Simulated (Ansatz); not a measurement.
# AlN (P6_3mc): the host for defect calculations, part 2 of 3

Before any defect goes in: AlN (P6_3mc) at rest, and how it screens a charge.

Ansatz 0.2.0; plane-wave PAW DFT, PBEsol; relaxation of the host's cell and atoms; PAW set soft_1 (the session's first sound run).

So far. Step 3 (Dielectric tensors of the host): The principal values of the electronic dielectric tensor are 4.50, 4.50 and 4.73. The principal values of the static dielectric tensor are 8.20, 8.20 and 9.74.

## 4. Defect free supercell relaxed in its symmetry

This cell, the one that will hold the defects, is built from the relaxed host. Its coarser k-points can move the atoms a little, so it is relaxed from the symmetric sites, as the reference for the test of stability.

This step: plane-wave PAW DFT, PBEsol; relaxation of the defect-free supercell in its symmetry; PAW set soft_1 (Ansatz 0.2.0).

System of this step: AlN (P6_3mc). The cell holds 128 atoms: 64 Al and 64 N. Cell: a = 14.686 Å, b = 14.686 Å, c = 11.753 Å, α = 125.1°, β = 125.1°, γ = 94.5°.

pristine.symmetric/input.yaml reads:

```yaml
crystal:
  lattice:
    - [-9.3408221251, 5.3929260535, 9.9673535922]
    - [9.3408221251, -5.3929260535, 9.9673535922]
    - [3.1136073087, 5.3929261684, -9.9673535922]
  atoms:
    - { symbol: Al, position: [0.2080918742, 0.0414252076, 0.0] }
    - { symbol: Al, position: [0.2080918742, 0.2914252076, 0.25] }
    - { symbol: Al, position: [0.4580918742, 0.0414252076, 0.25] }
    - { symbol: Al, position: [0.4580918742, 0.2914252076, 0.0] }
    - { symbol: Al, position: [0.1664252076, 0.0830918742, 0.25] }
    - { symbol: Al, position: [0.1664252076, 0.3330918742, 0.0] }
    - { symbol: Al, position: [0.4164252076, 0.0830918742, 0.0] }
    - { symbol: Al, position: [0.4164252076, 0.3330918742, 0.25] }
    - { symbol: "N", position: [0.0535747924, 0.1369081258, 0.25] }
    - { symbol: "N", position: [0.0535747924, 0.3869081258, 0.0] }
    - { symbol: "N", position: [0.3035747924, 0.1369081258, 0.0] }
    - { symbol: "N", position: [0.3035747924, 0.3869081258, 0.25] }
    - { symbol: "N", position: [0.0119081258, 0.1785747924, 0.0] }
    - { symbol: "N", position: [0.0119081258, 0.4285747924, 0.25] }
    - { symbol: "N", position: [0.2619081258, 0.1785747924, 0.25] }
    - { symbol: "N", position: [0.2619081258, 0.4285747924, 0.0] }
    - { symbol: Al, position: [0.2080918742, 0.0414252076, 0.5] }
    - { symbol: Al, position: [0.2080918742, 0.2914252076, 0.75] }
    - { symbol: Al, position: [0.4580918742, 0.0414252076, 0.75] }
    - { symbol: Al, position: [0.4580918742, 0.2914252076, 0.5] }
    - { symbol: Al, position: [0.1664252076, 0.0830918742, 0.75] }
    - { symbol: Al, position: [0.1664252076, 0.3330918742, 0.5] }
    - { symbol: Al, position: [0.4164252076, 0.0830918742, 0.5] }
    - { symbol: Al, position: [0.4164252076, 0.3330918742, 0.75] }
    - { symbol: "N", position: [0.0535747924, 0.1369081258, 0.75] }
    - { symbol: "N", position: [0.0535747924, 0.3869081258, 0.5] }
    - { symbol: "N", position: [0.3035747924, 0.1369081258, 0.5] }
    - { symbol: "N", position: [0.3035747924, 0.3869081258, 0.75] }
    - { symbol: "N", position: [0.0119081258, 0.1785747924, 0.5] }
    - { symbol: "N", position: [0.0119081258, 0.4285747924, 0.75] }
    - { symbol: "N", position: [0.2619081258, 0.1785747924, 0.75] }
    - { symbol: "N", position: [0.2619081258, 0.4285747924, 0.5] }
    - { symbol: Al, position: [0.2080918742, 0.5414252076, 0.0] }
    - { symbol: Al, position: [0.2080918742, 0.7914252076, 0.25] }
    - { symbol: Al, position: [0.4580918742, 0.5414252076, 0.25] }
    - { symbol: Al, position: [0.4580918742, 0.7914252076, 0.0] }
    - { symbol: Al, position: [0.1664252076, 0.5830918742, 0.25] }
    - { symbol: Al, position: [0.1664252076, 0.8330918742, 0.0] }
    - { symbol: Al, position: [0.4164252076, 0.5830918742, 0.0] }
    - { symbol: Al, position: [0.4164252076, 0.8330918742, 0.25] }
    - { symbol: "N", position: [0.0535747924, 0.6369081258, 0.25] }
    - { symbol: "N", position: [0.0535747924, 0.8869081258, 0.0] }
    - { symbol: "N", position: [0.3035747924, 0.6369081258, 0.0] }
    - { symbol: "N", position: [0.3035747924, 0.8869081258, 0.25] }
    - { symbol: "N", position: [0.0119081258, 0.6785747924, 0.0] }
    - { symbol: "N", position: [0.0119081258, 0.9285747924, 0.25] }
    - { symbol: "N", position: [0.2619081258, 0.6785747924, 0.25] }
    - { symbol: "N", position: [0.2619081258, 0.9285747924, 0.0] }
    - { symbol: Al, position: [0.2080918742, 0.5414252076, 0.5] }
    - { symbol: Al, position: [0.2080918742, 0.7914252076, 0.75] }
    - { symbol: Al, position: [0.4580918742, 0.5414252076, 0.75] }
    - { symbol: Al, position: [0.4580918742, 0.7914252076, 0.5] }
    - { symbol: Al, position: [0.1664252076, 0.5830918742, 0.75] }
    - { symbol: Al, position: [0.1664252076, 0.8330918742, 0.5] }
    - { symbol: Al, position: [0.4164252076, 0.5830918742, 0.5] }
    - { symbol: Al, position: [0.4164252076, 0.8330918742, 0.75] }
    - { symbol: "N", position: [0.0535747924, 0.6369081258, 0.75] }
    - { symbol: "N", position: [0.0535747924, 0.8869081258, 0.5] }
    - { symbol: "N", position: [0.3035747924, 0.6369081258, 0.5] }
    - { symbol: "N", position: [0.3035747924, 0.8869081258, 0.75] }
    - { symbol: "N", position: [0.0119081258, 0.6785747924, 0.5] }
    - { symbol: "N", position: [0.0119081258, 0.9285747924, 0.75] }
    - { symbol: "N", position: [0.2619081258, 0.6785747924, 0.75] }
    - { symbol: "N", position: [0.2619081258, 0.9285747924, 0.5] }
    - { symbol: Al, position: [0.7080918742, 0.0414252076, 0.0] }
    - { symbol: Al, position: [0.7080918742, 0.2914252076, 0.25] }
    - { symbol: Al, position: [0.9580918742, 0.0414252076, 0.25] }
    - { symbol: Al, position: [0.9580918742, 0.2914252076, 0.0] }
    - { symbol: Al, position: [0.6664252076, 0.0830918742, 0.25] }
    - { symbol: Al, position: [0.6664252076, 0.3330918742, 0.0] }
    - { symbol: Al, position: [0.9164252076, 0.0830918742, 0.0] }
    - { symbol: Al, position: [0.9164252076, 0.3330918742, 0.25] }
    - { symbol: "N", position: [0.5535747924, 0.1369081258, 0.25] }
    - { symbol: "N", position: [0.5535747924, 0.3869081258, 0.0] }
    - { symbol: "N", position: [0.8035747924, 0.1369081258, 0.0] }
    - { symbol: "N", position: [0.8035747924, 0.3869081258, 0.25] }
    - { symbol: "N", position: [0.5119081258, 0.1785747924, 0.0] }
    - { symbol: "N", position: [0.5119081258, 0.4285747924, 0.25] }
    - { symbol: "N", position: [0.7619081258, 0.1785747924, 0.25] }
    - { symbol: "N", position: [0.7619081258, 0.4285747924, 0.0] }
    - { symbol: Al, position: [0.7080918742, 0.0414252076, 0.5] }
    - { symbol: Al, position: [0.7080918742, 0.2914252076, 0.75] }
    - { symbol: Al, position: [0.9580918742, 0.0414252076, 0.75] }
    - { symbol: Al, position: [0.9580918742, 0.2914252076, 0.5] }
    - { symbol: Al, position: [0.6664252076, 0.0830918742, 0.75] }
    - { symbol: Al, position: [0.6664252076, 0.3330918742, 0.5] }
    - { symbol: Al, position: [0.9164252076, 0.0830918742, 0.5] }
    - { symbol: Al, position: [0.9164252076, 0.3330918742, 0.75] }
    - { symbol: "N", position: [0.5535747924, 0.1369081258, 0.75] }
    - { symbol: "N", position: [0.5535747924, 0.3869081258, 0.5] }
    - { symbol: "N", position: [0.8035747924, 0.1369081258, 0.5] }
    - { symbol: "N", position: [0.8035747924, 0.3869081258, 0.75] }
    - { symbol: "N", position: [0.5119081258, 0.1785747924, 0.5] }
    - { symbol: "N", position: [0.5119081258, 0.4285747924, 0.75] }
    - { symbol: "N", position: [0.7619081258, 0.1785747924, 0.75] }
    - { symbol: "N", position: [0.7619081258, 0.4285747924, 0.5] }
    - { symbol: Al, position: [0.7080918742, 0.5414252076, 0.0] }
    - { symbol: Al, position: [0.7080918742, 0.7914252076, 0.25] }
    - { symbol: Al, position: [0.9580918742, 0.5414252076, 0.25] }
    - { symbol: Al, position: [0.9580918742, 0.7914252076, 0.0] }
    - { symbol: Al, position: [0.6664252076, 0.5830918742, 0.25] }
    - { symbol: Al, position: [0.6664252076, 0.8330918742, 0.0] }
    - { symbol: Al, position: [0.9164252076, 0.5830918742, 0.0] }
    - { symbol: Al, position: [0.9164252076, 0.8330918742, 0.25] }
    - { symbol: "N", position: [0.5535747924, 0.6369081258, 0.25] }
    - { symbol: "N", position: [0.5535747924, 0.8869081258, 0.0] }
    - { symbol: "N", position: [0.8035747924, 0.6369081258, 0.0] }
    - { symbol: "N", position: [0.8035747924, 0.8869081258, 0.25] }
    - { symbol: "N", position: [0.5119081258, 0.6785747924, 0.0] }
    - { symbol: "N", position: [0.5119081258, 0.9285747924, 0.25] }
    - { symbol: "N", position: [0.7619081258, 0.6785747924, 0.25] }
    - { symbol: "N", position: [0.7619081258, 0.9285747924, 0.0] }
    - { symbol: Al, position: [0.7080918742, 0.5414252076, 0.5] }
    - { symbol: Al, position: [0.7080918742, 0.7914252076, 0.75] }
    - { symbol: Al, position: [0.9580918742, 0.5414252076, 0.75] }
    - { symbol: Al, position: [0.9580918742, 0.7914252076, 0.5] }
    - { symbol: Al, position: [0.6664252076, 0.5830918742, 0.75] }
    - { symbol: Al, position: [0.6664252076, 0.8330918742, 0.5] }
    - { symbol: Al, position: [0.9164252076, 0.5830918742, 0.5] }
    - { symbol: Al, position: [0.9164252076, 0.8330918742, 0.75] }
    - { symbol: "N", position: [0.5535747924, 0.6369081258, 0.75] }
    - { symbol: "N", position: [0.5535747924, 0.8869081258, 0.5] }
    - { symbol: "N", position: [0.8035747924, 0.6369081258, 0.5] }
    - { symbol: "N", position: [0.8035747924, 0.8869081258, 0.75] }
    - { symbol: "N", position: [0.5119081258, 0.6785747924, 0.5] }
    - { symbol: "N", position: [0.5119081258, 0.9285747924, 0.75] }
    - { symbol: "N", position: [0.7619081258, 0.6785747924, 0.75] }
    - { symbol: "N", position: [0.7619081258, 0.9285747924, 0.5] }
basis:
  ecutwfc: 420
  xc_grid: 2
hamiltonian:
  xc: pbesol
  pseudopotentials: { kind: paw, azcp: { folder: soft_1 }, xc_functional: pbe }
kpoints:
  mp_grid: { grid: [1, 1, 1] }
scf:
  occupations: { method: fermi_dirac, width: 0.01 }
  max_iter: 100
  lower_state_search: "off"
output:
  forces: true
relax:
  f_tol: 0.015
  max_steps: 60
  escape_saddle: false
checkpoint:
  write: "../pristine.symmetric.run"
  compress: false
  write_wavefunctions: false
  write_every: 100000
```

Launch:

```
$ ansatz run input.yaml --threads 32 --pin off --max-ram 84787MiB --backend cuda --events-out ev --progress --plain --runs-dir out --max-vram 78GiB
```

Numbers of over 12 decimals in the logs are rounded to 6 here.

The log of the run:

```text
[...]
device memory: the entry about to start is reckoned to put 3.9 GiB on a device that reports 163.1 GiB free (of which the cap on the GPU budget leaves the run 78.0 GiB)
GPU FFT provider: cuFFT
GPU libraries: cuBLAS 13.8.1, cuFFT 12.4.0, cuSOLVER 12.3.2
GPU matrix products: emulated (plane waves: as basis.precision tells), large ones in fixed point in workspaces of 1.00 GiB
Crystal: 128 atoms, lattice volume = 1338.931 Å³
Basis set: ecut = 420 eV, 26161 PW (Γ), exchange–correlation on 200×200×160 points (8 copies of the dense FFT grid, shifted against one another)
Bands: 384, of which v1, the nominal top of the filled ones, is band 256 counted from 1 (255 counted from 0)
Symmetry: 128 space group operations
[...]
k-points: 1
[...]
GPU buffer pool allocated for 800000 grid points (all kernels)
GPU transforms: local potential and band sums: pruned to the plane-wave sphere, on 100×100×80
[...]
SCF iter   1: F=—  HF=-58067.939408 eV  |Δ(HF+E_count)|=         —  Δρ=1.31e-1  dr2=2.81e2  Hψ=1704
[...]
SCF iter   7: F=-57980.541176 eV  HF=-57980.541176 eV  |Δ(HF+E_count)|=   7.77e-6  Δρ=4.87e-6  dr2=2.40e-7  Hψ=900
SCF 1 converged in 7 iterations: F = -57980.541176 eV  dr2 = 2.40e-7
[...]
relax step   1: F+E_penalty+E_count = -57980.54117604 eV  Δ(F+E_penalty+E_count) = +0.000e0 eV  max|allowed force component| = 1.549e-2 eV/Å  Δτ_max = 0.0000 Å  (7 SCF iters, dr2 threshold 5.63e-6 eV, accepted)
[...]
SCF iter   6: F=-57980.542222 eV  HF=-57980.542222 eV  |Δ(HF+E_count)|=  6.40e-10  Δρ=5.66e-8  dr2=3.00e-11  Hψ=651
SCF 2 converged in 6 iterations: F = -57980.542222 eV  dr2 = 3.00e-11
relax step   2: F+E_penalty+E_count = -57980.54222247 eV  Δ(F+E_penalty+E_count) = -1.046e-3 eV  max|allowed force component| = 1.057e-2 eV/Å  Δτ_max = 0.0013 Å  (6 SCF iters, accepted)
SCF converged after 6 iterations
Free energy (F): -57980.542222 eV
[...]
Internal energy: -57980.542222 eV  (E = F + TS)
E sigma→0 (E₀):  -57980.542222 eV
Fermi energy:    9.092940 eV
[...]
--- Forces (eV/Å), atoms counted from 1 ---
  atom   1  Al    -0.00464506     0.00268183    -0.01056901
  atom   2  Al    -0.00464506     0.00268183    -0.01056901
  atom   3  Al    -0.00464506     0.00268183    -0.01056901
  atom   4  Al    -0.00464506     0.00268183    -0.01056901
  atom   5  Al     0.00464506    -0.00268183    -0.01056901
  atom   6  Al     0.00464506    -0.00268183    -0.01056901
  [... 122 more lines of this table ...]
  max |Σ_I F_I| component: 2.20e-6 eV/Å
--- Relaxed structure (2 steps of the walk, 2 accepted, 0 SCFs on fresh bases) ---
  F+E_penalty+E_count = -57980.54222247 eV   max|allowed force component| = 1.057e-2 eV/Å
  atoms:
    - { symbol: Al, position: [0.208036, 0.041466, -2.7755575615628914e-17] }
    - { symbol: Al, position: [0.208036, 0.291466, 0.250000] }
    - { symbol: Al, position: [0.458036, 0.041466, 0.250000] }
    - { symbol: Al, position: [0.458036, 0.291466, -6.938893903907228e-17] }
    - { symbol: Al, position: [0.166466, 0.083036, 0.250000] }
    - { symbol: Al, position: [0.166466, 0.333036, 2.7755575615628914e-17] }
  [... 122 more lines of this table ...]
```

It took 2 s on 1 × NVIDIA GB200 with 32 threads of Arm Neoverse V2, shared host; peak memory 1.3 GiB.

Hardly anything moved in the relaxation; the energy changed by under 0.2 meV an atom.

## 5. Defect free supercell relaxed from displaced atoms

This step: plane-wave PAW DFT, PBEsol; relaxation of the defect-free supercell from random displacements, a test of the host's stability; PAW set soft_1 (Ansatz 0.2.0).

pristine.rattled/input.yaml, as its differences from pristine.symmetric/input.yaml of step 4:

```diff
@@ -150,6 +150,6 @@
   f_tol: 0.015
-  max_steps: 60
-  escape_saddle: false
+  max_steps: 120
+  random_displacement: { amplitude: 0.06, seed: 1479 }
 checkpoint:
-  write: "../pristine.symmetric.run"
+  write: "../pristine.rattled.run"
   compress: false
```

The log of the run:

```text
[...]
Crystal: 128 atoms, lattice volume = 1338.931 Å³
Basis set: ecut = 420 eV, 26161 PW (Γ), exchange–correlation on 200×200×160 points (8 copies of the dense FFT grid, shifted against one another)
Bands: 384, of which v1, the nominal top of the filled ones, is band 256 counted from 1 (255 counted from 0)
Symmetry: 1 space group operations
k-points: 1
[...]
SCF iter   1: F=—  HF=-58064.335472 eV  |Δ(HF+E_count)|=         —  Δρ=1.31e-1  dr2=2.85e2  Hψ=1658
[...]
SCF iter   2: F=—  HF=-57980.424545 eV  |Δ(HF+E_count)|=    8.39e1  Δρ=4.53e-2  dr2=1.56e1  Hψ=862
[...]
SCF iter   7: F=-57975.794449 eV  HF=-57975.794450 eV  |Δ(HF+E_count)|=   5.15e-6  Δρ=1.41e-5  dr2=2.59e-6  Hψ=1152
SCF 1 converged in 7 iterations: F = -57975.794449 eV  dr2 = 2.59e-6
[...]
relax step   1: F+E_penalty+E_count = -57975.79444896 eV  Δ(F+E_penalty+E_count) = +0.000e0 eV  max|allowed force component| = 2.322e0 eV/Å  Δτ_max = 0.0000 Å  (7 SCF iters, dr2 threshold 5.63e-6 eV, accepted)
[...]
relax step   2: F+E_penalty+E_count = -57979.20319551 eV  Δ(F+E_penalty+E_count) = -3.409e0 eV  max|allowed force component| = 1.319e0 eV/Å  Δτ_max = 0.0611 Å  (6 SCF iters, dr2 threshold 1.00e-4 eV, accepted)
relax step   3: F+E_penalty+E_count = -57980.54232968 eV  Δ(F+E_penalty+E_count) = -1.339e0 eV  max|allowed force component| = 1.912e-2 eV/Å  Δτ_max = 0.0538 Å  (6 SCF iters, dr2 threshold 1.00e-4 eV, accepted)
relax step   4: F+E_penalty+E_count = -57980.54233267 eV  Δ(F+E_penalty+E_count) = -2.988e-6 eV  max|allowed force component| = 1.926e-2 eV/Å  Δτ_max = 0.0000 Å  (4 SCF iters, accepted)
[...]
SCF iter   1: F=—  HF=-57980.543128 eV  |Δ(HF+E_count)|=         —  Δρ=1.01e-4  dr2=1.68e-4  Hψ=689
[...]
SCF iter   5: F=-57980.542662 eV  HF=-57980.542662 eV  |Δ(HF+E_count)|=   2.93e-8  Δρ=1.11e-6  dr2=1.72e-8  Hψ=900
SCF 5 converged in 5 iterations: F = -57980.542662 eV  dr2 = 1.72e-8
[...]
relax step   5: F+E_penalty+E_count = -57980.54266241 eV  Δ(F+E_penalty+E_count) = -3.297e-4 eV  max|allowed force component| = 4.933e-3 eV/Å  Δτ_max = 0.0011 Å  (5 SCF iters, accepted)
SCF converged after 5 iterations
Free energy (F): -57980.542662 eV
[...]
Internal energy: -57980.542662 eV  (E = F + TS)
E sigma→0 (E₀):  -57980.542662 eV
Fermi energy:    9.094364 eV
[...]
--- Forces (eV/Å), atoms counted from 1 ---
  atom   1  Al    -0.00013430     0.00161609     0.00110081
  atom   2  Al     0.00331202    -0.00058379    -0.00205335
  atom   3  Al    -0.00204253     0.00021983     0.00356718
  atom   4  Al    -0.00060193    -0.00100970     0.00142105
  atom   5  Al    -0.00114918    -0.00220664     0.00093605
  atom   6  Al     0.00076878    -0.00003589    -0.00247421
  [... 122 more lines of this table ...]
  max |Σ_I F_I| component: 1.25e-5 eV/Å
--- Relaxed structure (5 steps of the walk, 5 accepted, 0 SCFs on fresh bases) ---
  F+E_penalty+E_count = -57980.54266241 eV   max|allowed force component| = 4.933e-3 eV/Å
  atoms:
    - { symbol: Al, position: [0.207886, 0.041335, 0.000110] }
    - { symbol: Al, position: [0.207886, 0.291324, 0.250087] }
    - { symbol: Al, position: [0.457890, 0.041344, 0.250150] }
    - { symbol: Al, position: [0.457887, 0.291329, 0.000128] }
    - { symbol: Al, position: [0.166336, 0.082889, 0.250119] }
    - { symbol: Al, position: [0.166334, 0.332891, 9.077767841256246e-5] }
  [... 122 more lines of this table ...]
```

It took 4.4 s on 1 × NVIDIA GB200 with 32 threads; peak memory 1.2 GiB.

Relaxation path:

```tsv
step	energy less that of the first step (eV)	largest force component (eV/Å)
1	0.0000	2.3218
2	-3.4087	1.3189
3	-4.7479	0.0191
4	-4.7479	0.0193
5	-4.7482	0.0049
```

The relaxation ends 37 meV an atom lower than the displaced start, with a largest force component of 0.0049 eV/Å.

## 6. Host on a dense mesh

This step: plane-wave PAW DFT, PBEsol; single point of the defect-free host, a test of the k-point sampling; PAW set soft_1 (Ansatz 0.2.0).

System of this step: AlN (P6_3mc). Symmetry: P6_3mc, No. 186, hexagonal system. The conventional cell has a = 3.114 Å, b = 3.114 Å, c = 4.984 Å, α = 90.00°, β = 90.00°, γ = 120.00°. Nearest to Al lie 4 N at 1.89 to 1.90 Å. N has 4 Al at 1.89 to 1.90 Å nearest. Farther neighbours and most contacts between anions are not listed.

dense/input.yaml reads:

```yaml
crystal:
  lattice:
    - [3.1136073585, 2.87e-08, 0.0]
    - [-1.5568037041, 2.6964630555, 0.0]
    - [0.0, 0.0, 4.9836767961]
  atoms:
    - { symbol: Al, position: [0.6666666667, 0.3333333333, 0.4990341637] }
    - { symbol: Al, position: [0.3333333333, 0.6666666667, 0.9990341637] }
    - { symbol: "N", position: [0.6666666667, 0.3333333333, 0.8809658363] }
    - { symbol: "N", position: [0.3333333333, 0.6666666667, 0.3809658363] }
basis:
  ecutwfc: 420
  xc_grid: 2
hamiltonian:
  xc: pbesol
  pseudopotentials: { kind: paw, azcp: { folder: soft_1 }, xc_functional: pbe }
kpoints:
  mp_grid: { grid: [10, 10, 6] }
scf:
  occupations: { method: fermi_dirac, width: 0.01 }
  max_iter: 100
  lower_state_search: "off"
checkpoint:
  write: "../dense.run"
  compress: false
  write_wavefunctions: false
  write_every: 100000
```

The log of the run:

```text
[...]
GPU FFT provider: cuFFT
GPU libraries: cuBLAS 13.8.1, cuFFT 12.4.0, cuSOLVER 12.3.2
[...]
Crystal: 4 atoms, lattice volume = 41.842 Å³
Basis set: ecut = 420 eV, 809 PW (Γ), exchange–correlation on 48×48×72 points (8 copies of the dense FFT grid, shifted against one another)
Bands: 12, of which v1, the nominal top of the filled ones, is band 8 counted from 1 (7 counted from 0)
Symmetry: 12 space group operations
[...]
k-points: 56 of 600 (time reversal used)
[...]
GPU buffer pool allocated for 20736 grid points (all kernels)
[...]
SCF iter   1: F=—  HF=-1814.635047 eV  |Δ(HF+E_count)|=         —  Δρ=1.30e-1  dr2=8.74e0  Hψ=4193
[...]
SCF iter   6: F=-1811.925428 eV  HF=-1811.925428 eV  |Δ(HF+E_count)|=   6.65e-8  Δρ=5.92e-6  dr2=1.40e-8  Hψ=1355
SCF 1 converged in 6 iterations: F = -1811.925428 eV  dr2 = 1.40e-8
[...]
SCF converged after 6 iterations
Free energy (F): -1811.925428 eV
[...]
Internal energy: -1811.925428 eV  (E = F + TS)
E sigma→0 (E₀):  -1811.925428 eV
Fermi energy:    9.081922 eV
[...]
```

It took 1.3 s on 1 × NVIDIA GB200 with 32 threads; peak memory 0.88 GiB; 2.3 s of CPU time.

(Continued in part 3 of 3.)

[Logs are printed without paths, hosts, clocks, repeated set-up lines and the standing remarks that a program may print on its own settings, such as how far it seeks lower states.]

[Hosts, paths, dates, database ids (printed as entryN), source tags and the programs' standing remarks are cut or masked in the printed files.]

[Runs of the host that timed out are not shown.]

[For some hosts the program warned that the k-mesh of the response run may be too coarse for force constants and the static dielectric constant; such warnings are not always shown.]
